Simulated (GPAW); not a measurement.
# Ge (Cmcm) in GPAW: single point with LDA

Aim: the single point of Ge with LDA.

Program: GPAW 26.7.0. These are calculated values, not measurements. Logs are shortened: lines on timing, memory, paths and dates and some standing lists are left out, and cuts for length are marked. The log counts tension as positive stress, the text compression.

### Step 1. The structure

It takes space group Cmcm (No. 63, orthorhombic). Conventional cell: a = 2.976 Å, b = 5.189 Å, c = 4.728 Å, α = 90.00°, β = 90.00°, γ = 90.00°. Around Ge (site symmetry m2m) lie 12 Ge at 2.92 to 2.99 Å.

This isn't the form of Ge at room conditions, which is diamond.

### Step 2. Single point, LDA

File run.py:

```python
from ase import Atoms
from ase.dft.bandgap import bandgap
from ase.io import write
from ase.units import GPa
from gpaw import GPAW, PW

atoms = Atoms(['Ge', 'Ge'],
              cell=[[1.488052925, -2.59468961, 0.0],
                    [1.488052925, 2.59468961, 0.0],
                    [0.0, 0.0, 4.72759579]],
              scaled_positions=[[0.33344663, 0.66655337, 0.25],
                                [0.66655337, 0.33344663, 0.75]],
              pbc=True)

calc = GPAW(mode=PW(500),
            xc='LDA',
            kpts={'size': (8, 8, 5), 'gamma': True},
            occupations={'name': 'fermi-dirac', 'width': 0.05},
            nbands=11,
            maxiter=120,
            txt='gpaw.txt')
atoms.calc = calc
energy = atoms.get_potential_energy()
forces = atoms.get_forces()
stress = atoms.get_stress()
calc.write('gs.gpw')
write('result.traj', atoms)
print(f'Energy: {energy:.6f} eV')
print('Forces (eV/A):')
print(forces.round(4))
print('Stress (GPa):', (stress / GPa).round(3))
print('Fermi level:', round(calc.get_fermi_level(), 4), 'eV')
print(f'Gap: {bandgap(calc)[0]:.4f} eV, direct: {bandgap(calc, direct=True)[0]:.4f} eV')
```

Potentials or basis: the program's PAW data sets (release 1.2.1) made for this functional, pw.

On the command line:

```
OMP_NUM_THREADS=1 python run.py
```

gpaw.txt:

```text
__  _  _
 | _ |_)|_||  |
 |__||  | ||/\| - 26.7.0

Input parameters:
  mode=PW(ecut=500.0),
  kpts=MonkhorstPack(size=(8, 8, 5), gamma=True),
  maxiter=120,
  nbands=11,
  occupations=Occupations(name='fermi-dirac', width=0.05),
  xc=XC(name='LDA')

Diagonalizing LCAO Hamiltonian
Converting LCAO to pw mode

       Ge

         Ge

Atoms  # Å, Bohr magnetons
|   | symbol |        x |         y |        z |    initial magnetic moments |
|---|--------|----------|-----------|----------|-----------------------------|
| 0 |     Ge | 1.488053 |  0.864309 | 1.181899 | ( 0.0000,  0.0000,  0.0000) |
| 1 |     Ge | 1.488053 | -0.864309 | 3.545697 | ( 0.0000,  0.0000,  0.0000) |

Unit cell  # Å
| periodic |        x |         y |        z |  lengths |     angles |
|----------|----------|-----------|----------|----------|------------|
|      yes | 1.488053 | -2.594690 | 0.000000 | 2.991106 |  90.000000 |
|      yes | 1.488053 |  2.594690 | 0.000000 | 2.991106 |  90.000000 |
|      yes | 0.000000 |  0.000000 | 4.727596 | 4.727596 | 120.331510 |

Number of symmetries: 4
Symmetry operations  # r_c * U_cc + t_c -> r_c
|   | kind |            matrix            |
|---|------|------------------------------|
| 0 |  E   |  1, 0, 0,  0, 1, 0,  0, 0, 1 |
| 1 |  C2  |  0, 1, 0,  1, 0, 0,  0, 0,-1 |
| 2 |  σ   |  0,-1, 0, -1, 0, 0,  0, 0, 1 |
| 3 |  i   | -1, 0, 0,  0,-1, 0,  0, 0,-1 |

BZ-sampling:
  Number of BZ points: 320
  Number of IBZ points: 93

  Monkhorst-Pack size: [8, 8, 5]
  Monkhorst-Pack shift: [0.0625, 0.0625, 0.0]

K-points  # in reciprocal-cell coordinates
|     |                                coordinates |     weight |
|-----|--------------------------------------------|------------|
|   0 | (  0.00000000,   0.00000000,   0.00000000) | 0.00312500 |
|   1 | (  0.00000000,   0.00000000,   0.20000000) | 0.00625000 |
|   2 | (  0.00000000,   0.00000000,   0.40000000) | 0.00625000 |
|   3 | (  0.12500000,  -0.12500000,  -0.40000000) | 0.00625000 |
|   4 | (  0.12500000,  -0.12500000,  -0.20000000) | 0.00625000 |
|   5 | (  0.12500000,  -0.12500000,   0.00000000) | 0.00625000 |
|   6 | (  0.12500000,  -0.12500000,   0.20000000) | 0.00625000 |
|   7 | (  0.12500000,  -0.12500000,   0.40000000) | 0.00625000 |
|   8 | (  0.12500000,   0.00000000,  -0.40000000) | 0.01250000 |
|   9 | (  0.12500000,   0.00000000,  -0.20000000) | 0.01250000 |
| ... |                                            |            |
|  92 | (  0.50000000,   0.50000000,   0.40000000) | 0.00625000 |

Plane wave coefficients: 957
Cutoff: 500.0 eV

Spin-components: 1 (collinear spins)
Bands:           11
Projectors:      10
Spin-degeneracy: 2
Datatype:        complex128

Parallelization:
  kpt:    1
  domain: 1
  band:   1

Density:
  Valence electrons: 8.0
  Components: 1
  Grid points: [16 16 25]
  Charge: 0.0  # |e|

Potential:
  Grid points: [16 16 25]

species:
  Ge:
    name:    Germanium
    Z:       32.0
    valence: 4
    core:    28
    charge:  0.0  # [|e|]
    compensation charges:
      type: gauss
      rc: 0.32  # [Å]
      lmax: 2
    cutoffs:
      filter: 1.77  # [Å]
      core: 3.42  # [Å]
    projectors
    | kind |    occ | energy [eV] | rcut [Å] |
    |------|--------|-------------|----------|
    |   4s |  2.000 |     -11.940 |    1.005 |
    |   4p |  2.000 |      -4.047 |    1.005 |
    |    s |        |      15.272 |    1.005 |
    |    p |        |      23.164 |    1.005 |
    |    d |        |       0.000 |    1.005 |

    Using partial waves for Ge as LCAO basis

Reference energy: -114035.635429  # eV

eigensolver:
  PPCG
  Converge bands: occupied
  niter=2

density mixing:
  MSR1-Mixer
  Pratt-step length: 0.05
  Maximum mixing coefficient: 0.75
  Old densities: 10
  SVD Regularization: 0.005
  Good broyden scale: 1.0
  Trust region scale: 1.0
  Backstep threshold: 4.0
  History deletion threshold: 6.0
  Fourier metric: weight=20.0, sigma=0.015

occupation numbers:
  Fermi-Dirac:
    width: 0.0500  # eV

poisson solver:
  ecut: 4000.0  # eV

xc functional:
  name: None

convergence criteria:
- Maximum [total energy] change in last 3 cyles: 0.0005 eV / valence electron
- Maximum integral of absolute [dens]ity change: 0.0001 electrons / valence electron
- Maximum integral of absolute [eigenst]ate change: 4e-08 eV^2 / valence electron
maximum number of iterations: 120

SCF iterations
|iter     | |      energy | eigst |  dens |
|---------|-|-------------|-------|-------|
|iter:   1| |   -9.772361 | -0.61 |       |
|iter:   2| |   -9.769980 | -3.05 | -1.32 |
|iter:   3| |   -9.746151 | -3.51 | -1.35 |
|iter:   4| |   -9.744518 | -4.31 | -1.96 |
|iter:   5| |   -9.744493c| -5.53 | -3.09 |
|iter:   6| |   -9.744490c| -6.56 | -3.56 |
|iter:   7| |   -9.744490c| -7.74c| -4.43c|

Converged in 7 steps
Energy contributions relative to reference atoms: (reference = -114035.635429)

Energy contributions:
  Kinetic:          18.174144
  Coulomb:         -16.195778
  Zero:             -0.008505
  External:          0.000000
  Xc:              -11.707784
  Entropy:          -0.013133
  Spinorbit:         0.000000
  ----------------------------
  Free energy:      -9.751057
  Extrapolated:     -9.744490

dipole moment: (0.000187, 0.000000, 0.000297)  # |e|*Ang

Fermi level: 8.064
Eigenvalues  # (at kpt = [0.000, 0.000, 0.000])
| band index |      eig [eV] | occ [0-2] |
|------------|---------------|-----------|
|          0 |        -5.409 |     2.000 |
|          1 |         0.403 |     2.000 |
|          2 |         2.462 |     2.000 |
|          3 |        14.492 |     0.000 |
|          4 |        14.606 |     0.000 |
|          5 |        16.552 |     0.000 |
|          6 |        16.668 |     0.000 |
|          7 |        17.922 |     0.000 |
|          8 |        19.334 |     0.000 |
|          9 |        21.195 |     0.000 |
|         10 |        21.892 |     0.000 |

No gap
No difference between direct/indirect transitions

Forces  # eV/Ang
|       x |        y |        z |
|---------|----------|----------|
| 0.00000 | -0.01411 |  0.00039 |  # Ge   0
| 0.00000 |  0.01411 | -0.00039 |  # Ge   1

Stress tensor  # eV/Ang^3
|        x |        y |        z |
|----------|----------|----------|
| 0.012390 | 0.000000 | 0.000000 |
| 0.000000 | 0.007383 | 0.000000 |
| 0.000000 | 0.000000 | 0.002173 |

# Writing to gs.gpw (mode='')
```

Run time: 10 s. Hardware: 1 thread of Arm Neoverse V1, shared host; peak memory 0.15 GiB.

Results:

```
Free energy            : -9.7511 eV
Pressure               : -1.2 GPa
Largest force          : 0.014 eV/Å
Band gap on the k mesh : none (metal or under the smearing width)
```

Forces on the atoms (eV/Å):
```
Ge   0.000 -0.014  0.000
Ge   0.000  0.014  0.000
```

Levels at points of the mesh, in eV from the Fermi level:
```csv
k point,band 1,band 2,band 3,band 4,band 5,band 6,band 7
"(0.00, 0.00, 0.00)",-13.47,-7.66,-5.60,6.43,6.54,8.49,8.60
"(0.50, 0.00, 0.00)",-8.60,-7.23,-2.43,-1.37,-0.98,1.36,2.32
"(0.50, 0.50, 0.00)",-8.67,-7.27,-2.47,-1.39,-1.05,1.32,2.47
```

Caveat: the cutoff is short for stress and forces, so pressures can be off by a GPa or more.
